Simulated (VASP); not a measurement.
Write the native input for VASP 6.6.1 that does the following.

- Task: single point
- Functional: PBE
- Dispersion: D3(BJ)
- Potentials or basis: VASP PAW PBE potentials, release 64 (C, O, H)
- Cutoff: 520 eV
- k mesh: 1 × 1 × 1
- Occupations: fermi-dirac, width 0.05 eV
- Spin: no spin polarisation
- Dipole correction: no
- Further INCAR settings: LREAL = Auto; ALGO = Normal; EDIFF = 1e-06; NBANDS = 66

The structure of H4CO lies in POSCAR:

```
H4CO
1.0
    7.3803230000      0.0000000000      0.0000000000
    0.0000000000      7.3803230000      0.0000000000
    0.0000000000      0.0000000000      7.3803230000
C O H
6 6 24
Direct
    0.4979592357      0.3215848412      0.4123938749
    0.7099553773      0.2209252901      0.9159626211
   -0.0591573025      0.9449315430      0.3926115429
    0.4904527891      0.7130853216      0.8186091584
    0.2046658392      0.1979317165      0.0721513137
    1.0607394825      0.6399313418      0.9862847466
    0.4593836882      0.1276231406      0.4240871301
    0.5592980145      0.1796669333      0.8115498468
    0.0949822928      0.8400851833      0.3853354386
    0.3649569267      0.5291909311      0.7824318800
    0.2689990668      0.0414074018      0.1430154209
    0.9678573688      0.5657611462      0.8337981956
    0.4533812409      0.3887770224      0.2755299463
    0.4967126778      0.0602141668      0.3093496043
    0.4454412090      0.3961615230      0.5339197214
    0.6438065109      0.3550793102      0.4314987298
    0.7616333323      0.3419227045      0.8767502452
    0.5638913094      0.0438869681      0.7648445739
    0.6672201203      0.2258573236      1.0633274452
    0.8351260507      0.1300214096      0.9223309061
   -0.0712976925      1.0422579066      0.2750828114
    0.1272302039      0.8111162614      0.5098963826
   -0.1639630135      0.8584854620      0.3650788726
   -0.0887901519      1.0309033900      0.5239337086
    0.4313225857      0.8311831339      0.7528396792
    0.4453734613      0.4530696014      0.8507080246
    0.4747624189      0.7669176539      0.9690632781
    0.6203929015      0.6857965431      0.7669583025
    0.3113142880      0.3066803445      0.0378980703
    0.2814239973      0.0822457228      0.2742969380
    0.1547222256      0.1872275780     -0.0687097299
    0.0821508761      0.2412631534      0.1531911273
    0.9555543843      0.6936959263      1.0673516593
    1.0633138956      0.5041107279      0.7738550196
    1.1336360211      0.5365618822      1.0483145521
    1.1703417317      0.7475824568      0.9524515390
```

The cell was built by a generator and needn't be a form met in nature.

The input as run:

INCAR

```
  PREC = Accurate
  ENCUT = 520
  EDIFF = 1E-6
  ISMEAR = -1
  SIGMA = 0.05
  LREAL = Auto
  LASPH = True
  NELM = 80
  ALGO = Normal
  ISIF = 2
  LWAVE = False
  LCHARG = False
  GGA = PE
  IVDW = 12
  NBANDS = 66
```

KPOINTS

```
Automatic mesh
0
Gamma
  1 1 1
```

Potentials or basis: VASP PAW PBE potentials, release 64 (C, O, H).

Launch:

```bash
$ cat potpaw_PBE.64/C/POTCAR potpaw_PBE.64/O/POTCAR potpaw_PBE.64/H/POTCAR > POTCAR
$ mpirun -np 1 vasp_gam > vasp.out
```

Results of the run:

- Pressure: -0.1 GPa
- Largest force: 4.246 eV/Å
- Band gap on the k mesh: 4.28 eV, direct
- Dispersion energy per atom: -0.035 eV

Run time: 37 s on 1 thread of Intel(R) Xeon(R) 6975P-C (Granite Rapids), with other jobs on the host, peak memory 0.37 GiB.
